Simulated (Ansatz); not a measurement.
# BN: the cost of one run

Computed with Ansatz 0.2.0 (DFT r2SCAN, scalar-relativistic, plane waves, PAW, unless a step's input says otherwise).

4 further runs of the same task are left out: 1 that didn't finish, 3 set aside as unsound or not needed.

## 1. Starting point

The structure is cubic, space group F-43m (No. 216). The conventional cell has a = 3.610 Å, b = 3.610 Å, c = 3.610 Å, α = 90.00°, β = 90.00°, γ = 90.00°. B (site symmetry -43m) is surrounded by 4 N at 1.56 Å. N (site symmetry -43m) has 4 B at 1.56 Å as nearest neighbours.

Coordinates:

```
B N
1.0
     3.60963    0.00000    0.00000
     0.00000   -3.60963    0.00000
     0.00000    0.00000   -3.60963
B N
4 4
Direct
  0.00000 0.00000 0.00000
  0.50000 0.50000 0.00000
  0.50000 0.00000 0.50000
  0.00000 0.50000 0.50000
  0.75000 0.75000 0.75000
  0.25000 0.25000 0.75000
  0.25000 0.75000 0.25000
  0.75000 0.25000 0.25000
```

It goes back to an entry of the Materials Project.

It is built from the cell relaxed beforehand with the same method (5.88 Å³/atom).

## 2. The undisturbed cell

The input, input.yaml:

```yaml
crystal:
  lattice:
    - [3.6096275109, 0.0, 0.0]
    - [0.0, -3.6096275109, 0.0]
    - [0.0, 0.0, -3.6096275109]
  atoms:
    - { symbol: B, position: [0.0, 0.0, 0.0] }
    - { symbol: B, position: [0.5, 0.5, 0.0] }
    - { symbol: B, position: [0.5, 0.0, 0.5] }
    - { symbol: B, position: [0.0, 0.5, 0.5] }
    - { symbol: "N", position: [0.75, 0.75, 0.75] }
    - { symbol: "N", position: [0.25, 0.25, 0.75] }
    - { symbol: "N", position: [0.25, 0.75, 0.25] }
    - { symbol: "N", position: [0.75, 0.25, 0.25] }
basis:
  ecutwfc: 500
kpoints:
  mp_grid: { grid: [6, 6, 6] }
hamiltonian:
  xc: r2scan
scf:
  occupations: { method: gaussian, width: 0.05 }
output:
  forces: true
  stress: true
  eigenvalues: true
```

Run with:

```bash
> ansatz run input.yaml --threads 1 --pin off --max-ram 2560MiB --backend cpu --events-out ev --progress --plain --runs-dir out
```

What time and memory should one allow on 1 thread of Arm Neoverse V1, shared host?

About 5.4 s, with a peak of 0.37 GiB.
